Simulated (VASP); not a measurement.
Crystal: Zn.

```
Zn
1.0
     2.67000    0.00000    0.00000
    -1.33500    2.31229    0.00000
     0.00000    0.00000    4.96600
Zn
2
Direct
  0.66667 0.33333 0.75000
  0.33333 0.66667 0.25000
```

Program: VASP 6.6.1. Alike in all runs: no spin polarisation; cell as given; k mesh 11 × 11 × 6.

Problem. Order these runs on this cell by their pressure, lowest first.
A. level PBEsol; potentials or basis VASP PAW PBE potentials, release 64 (Zn_GW); cutoff (eV) 550; smearing gaussian 0.1 eV
B. level r2SCAN; potentials or basis VASP PAW PBE potentials, release 54 (Zn); cutoff (eV) 500; smearing methfessel-paxton 0.1 eV
C. level RPBE; potentials or basis VASP PAW PBE potentials, release 64 (Zn_GW); cutoff (eV) 550; smearing gaussian 0.05 eV
D. level PBE; potentials or basis VASP PAW PBE potentials, release 54 (Zn); cutoff (eV) 520; smearing gaussian 0.05 eV

Solution. A (-5.7 GPa), B (-4.2 GPa), D (-0.1 GPa), C (2.3 GPa).

Caveats: the PAW data sets were made with another functional, which shifts forces and pressure a little (some runs).
